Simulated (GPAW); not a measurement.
# NaCl (Fm-3m) in GPAW: notebook, part 2 of 2

GPAW 26.7.0.

### 5 Band structure, vdW-DF-cx

Input file run.py:

```python
import spglib
from ase import Atoms
from ase.dft.bandgap import bandgap
from ase.io import read, write
from gpaw import GPAW, PW

atoms = read('NaCl.cif')
cell, positions, numbers = spglib.find_primitive(
    (atoms.cell[:], atoms.get_scaled_positions(), atoms.numbers), symprec=1e-4)
atoms = Atoms(numbers, cell=cell, scaled_positions=positions, pbc=True)

calc = GPAW(mode=PW(800),
            xc={'name': 'vdW-DF-cx', 'backend': 'libvdwxc'},
            kpts={'size': (7, 7, 7), 'gamma': True},
            occupations={'name': 'fermi-dirac', 'width': 0.05},
            nbands=15,
            convergence={'density': 1e-05, 'energy': 1e-05},
            maxiter=150,
            txt='gpaw.txt')
atoms.calc = calc
energy = atoms.get_potential_energy()
forces = atoms.get_forces()
calc.write('gs.gpw')
write('result.traj', atoms)
print(f'Energy: {energy:.6f} eV')
print('Forces (eV/A):')
print(forces.round(4))
print('Fermi level:', round(calc.get_fermi_level(), 4), 'eV')
print(f'Gap: {bandgap(calc)[0]:.4f} eV, direct: {bandgap(calc, direct=True)[0]:.4f} eV')

path = atoms.cell.bandpath('GXWKGLUWLK,UX', npoints=100, eps=1e-4)
bs_calc = calc.fixed_density(kpts=path, symmetry='off', nbands=26,
                             convergence={'bands': 'CBM+6.0', 'eigenstates': 1e-6}, txt='bands.txt')
bs = bs_calc.band_structure()
bs.write('bs.json')
print(f'Gap on the path: {bandgap(bs_calc)[0]:.4f} eV')
```

Input file NaCl.cif:

```cif
data_NaCl
_cell_length_a 5.58812644
_cell_length_b 5.58812644
_cell_length_c 5.58812644
_cell_angle_alpha 90.00000000
_cell_angle_beta 90.00000000
_cell_angle_gamma 90.00000000
_space_group_name_H-M_alt 'Fm-3m'
_space_group_name_Hall '-F 4 2 3'
_space_group_IT_number 225
loop_
_space_group_symop_operation_xyz
'x,y,z'
'-x,-y,-z'
'-y,x,z'
'y,-x,-z'
'-x,-y,z'
'x,y,-z'
'y,-x,z'
'-y,x,-z'
'x,-y,-z'
'-x,y,z'
'-y,-x,-z'
'y,x,z'
'-x,y,-z'
'x,-y,z'
'y,x,-z'
'-y,-x,z'
'z,x,y'
'-z,-x,-y'
'z,-y,x'
'-z,y,-x'
'z,-x,-y'
'-z,x,y'
'z,y,-x'
'-z,-y,x'
'-z,x,-y'
'z,-x,y'
'-z,-y,-x'
'z,y,x'
'-z,-x,y'
'z,x,-y'
'-z,y,x'
'z,-y,-x'
'y,z,x'
'-y,-z,-x'
'x,z,-y'
'-x,-z,y'
'-y,z,-x'
'y,-z,x'
'-x,z,y'
'x,-z,-y'
'-y,-z,x'
'y,z,-x'
'-x,-z,-y'
'x,z,y'
'y,-z,-x'
'-y,z,x'
'x,-z,y'
'-x,z,-y'
'x,y+1/2,z+1/2'
'-x,-y+1/2,-z+1/2'
'-y,x+1/2,z+1/2'
[... 62 lines left out ...]
'-z+1/2,-x,-y+1/2'
'z+1/2,-y,x+1/2'
'-z+1/2,y,-x+1/2'
'z+1/2,-x,-y+1/2'
'-z+1/2,x,y+1/2'
'z+1/2,y,-x+1/2'
'-z+1/2,-y,x+1/2'
'-z+1/2,x,-y+1/2'
'z+1/2,-x,y+1/2'
'-z+1/2,-y,-x+1/2'
'z+1/2,y,x+1/2'
'-z+1/2,-x,y+1/2'
'z+1/2,x,-y+1/2'
'-z+1/2,y,x+1/2'
'z+1/2,-y,-x+1/2'
'y+1/2,z,x+1/2'
'-y+1/2,-z,-x+1/2'
'x+1/2,z,-y+1/2'
'-x+1/2,-z,y+1/2'
'-y+1/2,z,-x+1/2'
'y+1/2,-z,x+1/2'
'-x+1/2,z,y+1/2'
'x+1/2,-z,-y+1/2'
'-y+1/2,-z,x+1/2'
'y+1/2,z,-x+1/2'
'-x+1/2,-z,-y+1/2'
'x+1/2,z,y+1/2'
'y+1/2,-z,-x+1/2'
'-y+1/2,z,x+1/2'
'x+1/2,-z,y+1/2'
'-x+1/2,z,-y+1/2'
'x+1/2,y+1/2,z'
'-x+1/2,-y+1/2,-z'
'-y+1/2,x+1/2,z'
'y+1/2,-x+1/2,-z'
'-x+1/2,-y+1/2,z'
'x+1/2,y+1/2,-z'
'y+1/2,-x+1/2,z'
'-y+1/2,x+1/2,-z'
'x+1/2,-y+1/2,-z'
'-x+1/2,y+1/2,z'
'-y+1/2,-x+1/2,-z'
'y+1/2,x+1/2,z'
'-x+1/2,y+1/2,-z'
'x+1/2,-y+1/2,z'
'y+1/2,x+1/2,-z'
'-y+1/2,-x+1/2,z'
'z+1/2,x+1/2,y'
'-z+1/2,-x+1/2,-y'
'z+1/2,-y+1/2,x'
'-z+1/2,y+1/2,-x'
'z+1/2,-x+1/2,-y'
'-z+1/2,x+1/2,y'
'z+1/2,y+1/2,-x'
'-z+1/2,-y+1/2,x'
'-z+1/2,x+1/2,-y'
'z+1/2,-x+1/2,y'
'-z+1/2,-y+1/2,-x'
'z+1/2,y+1/2,x'
'-z+1/2,-x+1/2,y'
'z+1/2,x+1/2,-y'
'-z+1/2,y+1/2,x'
'z+1/2,-y+1/2,-x'
'y+1/2,z+1/2,x'
'-y+1/2,-z+1/2,-x'
'x+1/2,z+1/2,-y'
'-x+1/2,-z+1/2,y'
'-y+1/2,z+1/2,-x'
'y+1/2,-z+1/2,x'
'-x+1/2,z+1/2,y'
'x+1/2,-z+1/2,-y'
'-y+1/2,-z+1/2,x'
'y+1/2,z+1/2,-x'
'-x+1/2,-z+1/2,-y'
'x+1/2,z+1/2,y'
'y+1/2,-z+1/2,-x'
'-y+1/2,z+1/2,x'
'x+1/2,-z+1/2,y'
'-x+1/2,z+1/2,-y'
loop_
_atom_site_label
_atom_site_type_symbol
_atom_site_symmetry_multiplicity
_atom_site_Wyckoff_symbol
_atom_site_fract_x
_atom_site_fract_y
_atom_site_fract_z
_atom_site_occupancy
Cl1 Cl 4 b 0.5000000000 0.0000000000 0.0000000000 1
Na1 Na 4 a 0.0000000000 0.0000000000 0.0000000000 1
```

Potentials or basis: GPAW PAW data sets (gpaw-data 1.2.1), pw.

On the command line:

```sh
> OMP_NUM_THREADS=1 python run.py
```

gpaw.txt:

```text
__  _  _
 | _ |_)|_||  |
 |__||  | ||/\| - 26.7.0

Input parameters:
  mode=PW(ecut=800.0),
  convergence={'density': 1e-05, 'energy': 1e-05},
  kpts=MonkhorstPack(size=(7, 7, 7), gamma=True),
  maxiter=150,
  nbands=15,
  occupations=Occupations(name='fermi-dirac', width=0.05),
  xc=XC(name='vdW-DF-cx', backend='libvdwxc')

Diagonalizing LCAO Hamiltonian
Converting LCAO to pw mode

                Cl

       Na

Atoms  # Å, Bohr magnetons
|   | symbol |        x |        y |        z |    initial magnetic moments |
|---|--------|----------|----------|----------|-----------------------------|
| 0 |     Cl | 2.794063 | 2.794063 | 2.794063 | ( 0.0000,  0.0000,  0.0000) |
| 1 |     Na | 0.000000 | 0.000000 | 0.000000 | ( 0.0000,  0.0000,  0.0000) |

Unit cell  # Å
| periodic |        x |        y |        z |  lengths |    angles |
|----------|----------|----------|----------|----------|-----------|
|      yes | 0.000000 | 2.794063 | 2.794063 | 3.951402 | 60.000000 |
|      yes | 2.794063 | 0.000000 | 2.794063 | 3.951402 | 60.000000 |
|      yes | 2.794063 | 2.794063 | 0.000000 | 3.951402 | 60.000000 |

Number of symmetries: 48
Symmetry operations  # r_c * U_cc + t_c -> r_c
|    | kind |            matrix            |
|----|------|------------------------------|
|  0 |  σ   |  1, 0, 0,  1, 0,-1,  1,-1, 0 |
|  1 |  C2  |  1, 0, 0,  1,-1, 0,  1, 0,-1 |
|  2 |  E   |  1, 0, 0,  0, 1, 0,  0, 0, 1 |
|  3 |  σ   |  1, 0, 0,  0, 0, 1,  0, 1, 0 |
|  4 |  C4  |  1, 0,-1,  1, 0, 0,  1,-1, 0 |
|  5 |  S6  |  1, 0,-1,  1,-1, 0,  1, 0, 0 |
|  6 |  σ   |  1, 0,-1,  0, 1,-1,  0, 0,-1 |
|  7 |  C3  |  1, 0,-1,  0, 0,-1,  0, 1,-1 |
|  8 |  S6  |  1,-1, 0,  1, 0, 0,  1, 0,-1 |
|  9 |  C4  |  1,-1, 0,  1, 0,-1,  1, 0, 0 |
| 10 |  C3  |  1,-1, 0,  0,-1, 1,  0,-1, 0 |
| 11 |  σ   |  1,-1, 0,  0,-1, 0,  0,-1, 1 |
| 12 |  σ   |  0, 1, 0,  1, 0, 0,  0, 0, 1 |
| 13 |  C4  |  0, 1, 0,  0, 1,-1, -1, 1, 0 |
| 14 |  C3  |  0, 1, 0,  0, 0, 1,  1, 0, 0 |
| 15 |  S6  |  0, 1, 0, -1, 1, 0,  0, 1,-1 |
| 16 |  C2  |  0, 1,-1,  1, 0,-1,  0, 0,-1 |
| 17 |  σ   |  0, 1,-1,  0, 1, 0, -1, 1, 0 |
| 18 |  S4  |  0, 1,-1,  0, 0,-1,  1, 0,-1 |
| 19 |  C4  |  0, 1,-1, -1, 1, 0,  0, 1, 0 |
| 20 |  C3  |  0, 0, 1,  1, 0, 0,  0, 1, 0 |
| 21 |  σ   |  0, 0, 1,  0, 1, 0,  1, 0, 0 |
| 22 |  S6  |  0, 0, 1,  0,-1, 1, -1, 0, 1 |
| 23 |  C4  |  0, 0, 1, -1, 0, 1,  0,-1, 1 |
| 24 |  S4  |  0, 0,-1,  1, 0,-1,  0, 1,-1 |
| 25 |  C3  |  0, 0,-1,  0, 1,-1,  1, 0,-1 |
| 26 |  C2  |  0, 0,-1,  0,-1, 0, -1, 0, 0 |
| 27 |  S6  |  0, 0,-1, -1, 0, 0,  0,-1, 0 |
| 28 |  S4  |  0,-1, 1,  1,-1, 0,  0,-1, 0 |
| 29 |  C4  |  0,-1, 1,  0, 0, 1, -1, 0, 1 |
| 30 |  C2  |  0,-1, 1,  0,-1, 0,  1,-1, 0 |
| 31 |  σ   |  0,-1, 1, -1, 0, 1,  0, 0, 1 |
| 32 |  C3  |  0,-1, 0,  1,-1, 0,  0,-1, 1 |
| 33 |  S6  |  0,-1, 0,  0, 0,-1, -1, 0, 0 |
| 34 |  S4  |  0,-1, 0,  0,-1, 1,  1,-1, 0 |
| 35 |  C2  |  0,-1, 0, -1, 0, 0,  0, 0,-1 |
| 36 |  C2  | -1, 1, 0,  0, 1, 0,  0, 1,-1 |
| 37 |  S6  | -1, 1, 0,  0, 1,-1,  0, 1, 0 |
| 38 |  S4  | -1, 1, 0, -1, 0, 1, -1, 0, 0 |
| 39 |  C3  | -1, 1, 0, -1, 0, 0, -1, 0, 1 |
| 40 |  S6  | -1, 0, 1,  0, 0, 1,  0,-1, 1 |
| 41 |  C2  | -1, 0, 1,  0,-1, 1,  0, 0, 1 |
| 42 |  C3  | -1, 0, 1, -1, 1, 0, -1, 0, 0 |
| 43 |  S4  | -1, 0, 1, -1, 0, 0, -1, 1, 0 |
| 44 |  C2  | -1, 0, 0,  0, 0,-1,  0,-1, 0 |
| 45 |  i   | -1, 0, 0,  0,-1, 0,  0, 0,-1 |
| 46 |  σ   | -1, 0, 0, -1, 1, 0, -1, 0, 1 |
| 47 |  C2  | -1, 0, 0, -1, 0, 1, -1, 1, 0 |

BZ-sampling:
  Number of BZ points: 343
  Number of IBZ points: 20

  Monkhorst-Pack size: [7, 7, 7]
  Monkhorst-Pack shift: [0, 0, 0]

K-points  # in reciprocal-cell coordinates
|     |                                coordinates |     weight |
|-----|--------------------------------------------|------------|
|   0 | (  0.00000000,   0.00000000,   0.00000000) | 0.00291545 |
|   1 | (  0.14285714,   0.14285714,   0.00000000) | 0.01749271 |
|   2 | (  0.14285714,   0.14285714,   0.14285714) | 0.02332362 |
|   3 | (  0.28571429,   0.14285714,   0.14285714) | 0.03498542 |
|   4 | (  0.28571429,   0.28571429,   0.00000000) | 0.01749271 |
|   5 | (  0.28571429,   0.28571429,   0.14285714) | 0.06997085 |
|   6 | (  0.28571429,   0.28571429,   0.28571429) | 0.02332362 |
|   7 | (  0.42857143,  -0.28571429,  -0.28571429) | 0.03498542 |
|   8 | (  0.42857143,   0.28571429,  -0.42857143) | 0.13994169 |
|   9 | (  0.42857143,   0.28571429,  -0.28571429) | 0.06997085 |
| ... |                                            |            |
|  19 | (  0.42857143,   0.42857143,   0.42857143) | 0.02332362 |

Plane wave coefficients: 2258
Cutoff: 800.0 eV

Spin-components: 1 (collinear spins)
Bands:           15
Projectors:      10
Spin-degeneracy: 2
Datatype:        complex128

Parallelization:
  kpt:    1
  domain: 1
  band:   1

Density:
  Valence electrons: 14.0
  Components: 1
  Grid points: [27 27 27]
  Charge: 0.0  # |e|

Potential:
  Grid points: [27 27 27]

species:
  Cl:
    name:    Chlorine
    Z:       17.0
    valence: 7
    core:    10
    charge:  0.0  # [|e|]
    compensation charges:
      type: gauss
      rc: 0.25  # [Å]
      lmax: 2
    cutoffs:
      filter: 1.40  # [Å]
      core: 1.49  # [Å]
    projectors
    | kind |    occ | energy [eV] | rcut [Å] |
    |------|--------|-------------|----------|
    |   3s |  2.000 |     -20.689 |    0.794 |
    |   3p |  5.000 |      -8.594 |    0.794 |
    |    s |        |       6.523 |    0.794 |
    |    p |        |      18.617 |    0.794 |
    |    d |        |       0.000 |    0.794 |

    Using partial waves for Cl as LCAO basis

  Na:
    name:    Sodium
    Z:       11.0
    valence: 7
    core:    4
    charge:  0.0  # [|e|]
    compensation charges:
      type: gauss
      rc: 0.37  # [Å]
      lmax: 2
    cutoffs:
      filter: 2.17  # [Å]
      core: 2.59  # [Å]
    projectors
    | kind |    occ | energy [eV] | rcut [Å] |
    |------|--------|-------------|----------|
    |   3s |  1.000 |      -2.744 |    1.201 |
    |   2p |  6.000 |     -28.672 |    1.217 |
    |   3p |  0.000 |      -0.743 |    1.217 |
    |    s |        |      24.468 |    1.201 |
    |    d |        |       0.000 |    1.238 |

    Using partial waves for Na as LCAO basis

Reference energy: -16973.559893  # eV

eigensolver:
  PPCG
  Converge bands: occupied
  niter=2

density mixing:
  MSR1-Mixer
  Pratt-step length: 0.05
  Maximum mixing coefficient: 0.75
  Old densities: 10
  SVD Regularization: 0.005
  Good broyden scale: 1.0
  Trust region scale: 1.0
  Backstep threshold: 4.0
  History deletion threshold: 6.0
  Fourier metric: weight=20.0, sigma=0.015

occupation numbers:
  Fermi-Dirac:
    width: 0.0500  # eV

poisson solver:
  ecut: 6400.0  # eV

xc functional:
  name: vdW-DF-cx with libvdwxc
  Mode: serial
  Semilocal: GGA_X_LV_RPW86+LDA_C_PW with 2 nearest neighbor stencil
  Local blocksize: 54 x 54 x 54
  PAW datasets: PBE

convergence criteria:
- Maximum integral of absolute [dens]ity change: 1e-05 electrons / valence electron
- Maximum [total energy] change in last 3 cyles: 1e-05 eV / valence electron
- Maximum integral of absolute [eigenst]ate change: 4e-08 eV^2 / valence electron
maximum number of iterations: 150

SCF iterations
|iter     | |      energy | eigst |  dens |
|---------|-|-------------|-------|-------|
|iter:   1| |    6.979704 | -0.88 |       |
|iter:   2| |    6.992109 | -2.84 | -1.33 |
|iter:   3| |    7.025639 | -2.27 | -1.36 |
|iter:   4| |    7.017887 | -3.83 | -1.87 |
|iter:   5| |    7.016243 | -4.36 | -2.36 |
|iter:   6| |    7.016188 | -5.54 | -3.20 |
|iter:   7| |    7.016182c| -6.64 | -3.68 |
|iter:   8| |    7.016182c| -8.35c| -4.76 |
|iter:   9| |    7.016182c| -8.37c| -5.21c|

Converged in 9 steps
Energy contributions relative to reference atoms: (reference = -16973.559893)

Energy contributions:
  Kinetic:          11.199900
  Coulomb:         -10.725232
  Zero:              0.005125
  External:          0.000000
  Xc:                6.536388
  Entropy:          -0.000000
  Spinorbit:         0.000000
  ----------------------------
  Free energy:       7.016182
  Extrapolated:      7.016182

dipole moment: (-5.183318, -5.183318, -5.183318)  # |e|*Ang

Fermi level: 1.782
Eigenvalues  # (at kpt = [0.000, 0.000, 0.000])
| band index |      eig [eV] | occ [0-2] |
|------------|---------------|-----------|
|          0 |       -21.166 |     2.000 |
|          1 |       -21.166 |     2.000 |
|          2 |       -21.166 |     2.000 |
|          3 |       -13.006 |     2.000 |
|          4 |        -0.354 |     2.000 |
|          5 |        -0.354 |     2.000 |
|          6 |        -0.354 |     2.000 |
|          7 |         5.023 |     0.000 |
|          8 |        10.694 |     0.000 |
|          9 |        10.694 |     0.000 |
|         10 |        10.694 |     0.000 |
|         11 |        12.835 |     0.000 |
|         12 |        12.835 |     0.000 |
|         13 |        14.636 |     0.000 |
|         14 |        17.471 |     0.000 |

Gap: 5.377 eV
Transition (v -> c):
  (s=0, k=0, n=6, [0.00, 0.00, 0.00]) -> (s=0, k=0, n=7, [0.00, 0.00, 0.00])
No difference between direct/indirect transitions

Forces  # eV/Ang
|        x |        y |        z |
|----------|----------|----------|
| -0.00000 | -0.00000 | -0.00000 |  # Cl   0
| -0.00000 | -0.00000 | -0.00000 |  # Na   1

# Writing to gs.gpw (mode='')
```

Run time: 54 s. Hardware: 1 thread of Arm Neoverse V2, shared host; peak memory 0.36 GiB.

Results:

* Free energy: 7.0162 eV
* Band gap on the k mesh: 5.38 eV, direct
* Band gap along the path: 5.38 eV, direct

Levels at the corners of the path, in eV from the valence-band top:
```
point  band 3  band 4  band 5  band 6  band 7  band 8  band 9  band 10  band 11
    Γ  -20.81  -12.65    0.00    0.00    0.00    5.38   11.05    11.05    11.05
    X  -20.82  -12.23   -1.73   -0.62   -0.62    7.83    8.01    11.61    15.12
    W  -20.82  -12.21   -1.24   -1.24   -0.78    9.15    9.76     9.76    11.58
    K  -20.82  -12.22   -1.47   -1.16   -0.52    8.38    9.21    10.72    12.95
    Γ  -20.81  -12.65    0.00    0.00    0.00    5.38   11.05    11.05    11.05
    L  -20.81  -12.28   -1.99   -0.28   -0.28    7.35   11.03    11.03    11.05
    U  -20.82  -12.22   -1.47   -1.16   -0.52    8.38    9.21    10.72    12.95
    W  -20.82  -12.21   -1.24   -1.24   -0.78    9.15    9.76     9.76    11.58
    L  -20.81  -12.28   -1.99   -0.28   -0.28    7.35   11.03    11.03    11.05
    K  -20.82  -12.22   -1.47   -1.16   -0.52    8.38    9.21    10.72    12.95
    U  -20.82  -12.22   -1.47   -1.16   -0.52    8.38    9.21    10.72    12.95
    X  -20.82  -12.23   -1.73   -0.62   -0.62    7.83    8.01    11.61    15.12
```

Caveat: the PAW data sets were made with another functional, which shifts forces and pressure a little.

### 6 Overview

| task | level | potentials or basis | band path | band points | data set | eigensolver | gap on the mesh (eV) |
| --- | --- | --- | --- | --- | --- | --- | --- |
| band structure | revPBE | the program's PAW data sets (release 1.2.1) made for this functional, pw | GXWKGLUWLK,UX | 60 | - | - | 5.50 |
| equation of state | LDA | the program's PAW data sets (release 1.2.1) made for this functional, other valence, pw | - | - | Na 1 | - | - |
| equation of state | OLYP | PAW data sets generated in the run's folder for this functional, pw | - | - | - | davidson | - |
| band structure | vdW-DF-cx | GPAW PAW data sets (gpaw-data 1.2.1), pw | GXWKGLUWLK,UX | 100 | - | - | 5.38 |

Alike in all rows: no spin polarisation; cell as given; k mesh 7 × 7 × 7; cutoff (eV) 800; smearing fermi-dirac 0.05 eV.

Caveats: the PAW data sets were made with another functional, which shifts forces and pressure a little (some runs).

Absolute energies hang on the potentials; compare differences alone.
